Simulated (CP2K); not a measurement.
The system is PbS.

```xyz
2
Lattice="4.2269 0.0000 0.0000 2.1151 3.6597 0.0000 2.1151 1.2205 3.4502" Properties=species:S:1:pos:R:3 pbc="T T T"
Pb    8.2927    4.7854    3.3831
S     4.0174    2.3183    1.6390
```

The cell is a database's computed one.

Base run:

| Item | Value |
| --- | --- |
| Program | CP2K 2026.2 |
| Functional | PBE |
| Potentials or basis | GTH_POTENTIALS Pb GTH-BLYP-q4, S GTH-BLYP-q6; DZVP-MOLOPT-SR-GTH basis |
| Density cutoff | 6123 eV |
| k mesh | 8 × 8 × 8 |
| Occupations | fermi-dirac, width 0.05 eV |
| Spin | no spin polarisation |

Its results: band gap on the k mesh 0.37 eV, direct; pressure -0.4 GPa; largest force 0.003 eV/Å.

Problem. After a change of settings the same cell gave: band gap on the k mesh 0.45 eV, direct; pressure 0.9 GPa; largest force 0.018 eV/Å. Which change was it?
A. potentials or basis from GTH_POTENTIALS Pb GTH-BLYP-q4, S GTH-BLYP-q6; DZVP-MOLOPT-SR-GTH basis to GTH_POTENTIALS Pb GTH-PADE-q4, S GTH-PADE-q6; DZVP-MOLOPT-SR-GTH basis; potentials from Pb GTH-BLYP-q4 of GTH_POTENTIALS, S GTH-BLYP-q6 of GTH_POTENTIALS to Pb GTH-PADE-q4 of GTH_POTENTIALS, S GTH-PADE-q6 of GTH_POTENTIALS
B. potentials or basis from GTH_POTENTIALS Pb GTH-BLYP-q4, S GTH-BLYP-q6; DZVP-MOLOPT-SR-GTH basis to GTH_POTENTIALS Pb GTH-PBE-q4, S GTH-PBE-q6; DZVP-MOLOPT-SR-GTH basis; potentials from Pb GTH-BLYP-q4 of GTH_POTENTIALS, S GTH-BLYP-q6 of GTH_POTENTIALS to Pb GTH-PBE-q4 of GTH_POTENTIALS, S GTH-PBE-q6 of GTH_POTENTIALS
C. potentials or basis from GTH_POTENTIALS Pb GTH-BLYP-q4, S GTH-BLYP-q6; DZVP-MOLOPT-SR-GTH basis to POTENTIAL_UZH Pb GTH-SCAN-q4, S GTH-SCAN-q6; DZVP-MOLOPT-SR-GTH basis; potentials from Pb GTH-BLYP-q4 of GTH_POTENTIALS, S GTH-BLYP-q6 of GTH_POTENTIALS to Pb GTH-SCAN-q4 of POTENTIAL_UZH, S GTH-SCAN-q6 of POTENTIAL_UZH

Solution. B.

Caveats: spin-orbit coupling is left out, which as a rule narrows the gap of such compounds by several tenths of an eV; the basis of atomic orbitals isn't converged, which shifts pressures, moduli and gaps; the potentials were made for another functional, which shifts forces and pressure (some runs).
